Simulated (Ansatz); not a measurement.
CaF$_{2}$:
```yaml
crystal:
  lattice:
    - [0.00000, 2.75545, 2.75545]
    - [2.75545, 0.00000, 2.75545]
    - [2.75545, 2.75545, 0.00000]
  atoms:
    - { symbol: Ca, position: [0.00000, 0.00000, 0.00000] }
    - { symbol: F, position: [0.25000, 0.25000, 0.25000] }
    - { symbol: F, position: [0.75000, 0.75000, 0.75000] }
```

Relaxed with PBE. Special points in fractions of this cell's reciprocal vectors: Γ (0.000, 0.000, 0.000); X (0.500, 0.000, 0.500); U (0.625, 0.250, 0.625); K (0.375, 0.375, 0.750); L (0.500, 0.500, 0.500); W (0.500, 0.250, 0.750).

**Question.** List the band energies nearest the valence-band maximum at these points for the program Ansatz at the PBE level (PAW).

**Answer.** In eV from the valence-band maximum; about four levels below and three above (degenerate sets whole), none deeper than 8.9 eV; points with the same levels are listed once.

```json
[
 {"k": "Γ", "below": "-2.02 -2.02 -2.02 -0.25 -0.25 -0.25", "above": "7.14 9.06 9.06"},
 {"k": "X", "below": "-1.61 -1.61 -0.35 -0.35 0.00", "above": "8.05 9.37 9.93"},
 {"k": "U", "below": "-1.47 -0.61 -0.43 -0.09", "above": "8.30 9.55 9.67"},
 {"k": "L", "below": "-1.25 -1.20 -0.82 -0.82", "above": "9.26 9.26 9.58"},
 {"k": "W", "below": "-1.01 -1.01 -0.27 -0.09", "above": "8.36 9.61 9.77 9.77"}
]
```

Space group Fm-3m (fluorite). The PBE relaxation kept the symmetry of its start.

Potentials: the later of the program's two PAW sets.
